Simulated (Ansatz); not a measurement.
# Ta2N: the cost of one run

Computed with Ansatz 0.2.0 (DFT PBEsol, scalar-relativistic, plane waves, PAW, unless a step's input says otherwise).

1 further run of the same task is left out (set aside as unsound or not needed).

### Step 1. The structure to begin with

The structure is trigonal, space group P-31m (No. 162). The conventional cell has a = 5.264 Å, b = 5.264 Å, c = 4.913 Å, α = 90.00°, β = 90.00°, γ = 120.00°. Ta (site symmetry m) is surrounded by 3 N at 2.13 to 2.15 Å. Around N (site symmetry 32) lie 6 Ta at 2.15 Å. N (site symmetry -3m) is surrounded by 6 Ta at 2.13 Å.

Structure file:

```cif
data_structure
_symmetry_space_group_name_H-M 'P 1'
_symmetry_Int_Tables_number 1
_cell_length_a 5.2641
_cell_length_b 5.2641
_cell_length_c 4.9126
_cell_angle_alpha 90.000
_cell_angle_beta 90.000
_cell_angle_gamma 120.000
_cell_volume 117.89
loop_
_atom_site_label
_atom_site_type_symbol
_atom_site_fract_x
_atom_site_fract_y
_atom_site_fract_z
_atom_site_occupancy
Ta1 Ta 0.66680 0.66680 0.75279 1
Ta2 Ta 0.00000 0.33320 0.75279 1
Ta3 Ta 0.33320 0.00000 0.75279 1
Ta4 Ta 0.33320 0.33320 0.24721 1
Ta5 Ta 0.00000 0.66680 0.24721 1
Ta6 Ta 0.66680 0.00000 0.24721 1
N1 N 0.66667 0.33333 0.50000 1
N2 N 0.33333 0.66667 0.50000 1
N3 N 0.00000 0.00000 0.00000 1
```

It goes back to an entry of the Materials Project, which need not be the stable form.

This cell was relaxed beforehand with the same method: volume 13.10 Å³/atom, gap on the mesh none (metal).

### Step 2. The reference cell

Reference values: F = -59983.9479 eV; pressure -0.03 GPa; largest force 0.004 eV/Å; gap on the mesh none (metal). It was computed beforehand with the settings of the runs below.

### Step 3. Next: rattled cells

All atoms are moved at random with no net shift, in some cells together with a random strain.

### Step 4. At rms move = 0.405 Å

input.yaml

```yaml
crystal:
  lattice:
    - [5.3465313765, 0.3210326529, 0.004700106]
    - [-2.3952432554, 4.5650784247, 0.1166911213]
    - [0.0043862698, 0.1282786136, 4.5124055878]
  atoms:
    - { symbol: Ta, position: [0.610877499, 0.6561682154, 0.7890845861] }
    - { symbol: Ta, position: [0.0946567991, 0.3799597315, 0.7969549016] }
    - { symbol: Ta, position: [0.3456901591, 0.1041339441, 0.7428369495] }
    - { symbol: Ta, position: [0.3824286177, 0.3013151921, 0.1756801521] }
    - { symbol: Ta, position: [-0.0721478207, 0.649207035, 0.162907353] }
    - { symbol: Ta, position: [0.6484278311, -0.0454636372, 0.3223686013] }
    - { symbol: "N", position: [0.6821413913, 0.2926626031, 0.5392739337] }
    - { symbol: "N", position: [0.3279228757, 0.678282131, 0.4840011755] }
    - { symbol: "N", position: [-0.0199973524, -0.016265215, -0.0131076527] }
basis:
  ecutwfc: 420
kpoints:
  mp_grid: { grid: [12, 12, 8] }
hamiltonian:
  xc: pbesol
scf:
  occupations: { method: gaussian, width: 0.15 }
output:
  forces: true
  stress: true
  eigenvalues: true
```

Started as:

```bash
ansatz run input.yaml --threads 2 --pin off --max-ram 5120MiB --backend cpu --events-out ev --progress --plain --runs-dir out
```

What time and memory should one allow on 2 threads of AMD EPYC 7R32 (Zen 2), shared host?

About 2.9 min, with a peak of 2.4 GiB.
